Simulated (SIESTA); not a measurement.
**MgB2 in SIESTA: the effect of basis**

MgB2:

```
Mg B
1.0
     3.08500    0.00000    0.00000
    -1.54250    2.67169    0.00000
     0.00000    0.00000    3.52300
Mg B
1 2
Direct
  0.00000 0.00000 0.00000
  0.66667 0.33333 0.50000
  0.33333 0.66667 0.50000
```

Alike in all runs:

```yaml
Program: SIESTA 5.4.2
Task: single point
Functional: PBE
Potentials_or_basis: PseudoDojo 0.4 standard (PBE files)
Grid_cutoff: 800 Ry
Energy_shift: 0.003 Ry
k_mesh: 10 × 10 × 8
Occupations: fermi-dirac, width 0.05 eV
Spin: no spin polarisation
```

Q: One run gave: pressure 0.6 GPa. Which basis did it use?
A. SZP
B. TZDP
C. TZP
D. DZP
E. DZDP

A: B.

```csv
basis,pressure (GPa)
SZP,6.1
DZP,4.1
DZDP,1.5
TZP,2.2
TZDP,0.6
```

Caveats: the basis of atomic orbitals isn't converged, which shifts pressures, moduli and gaps.
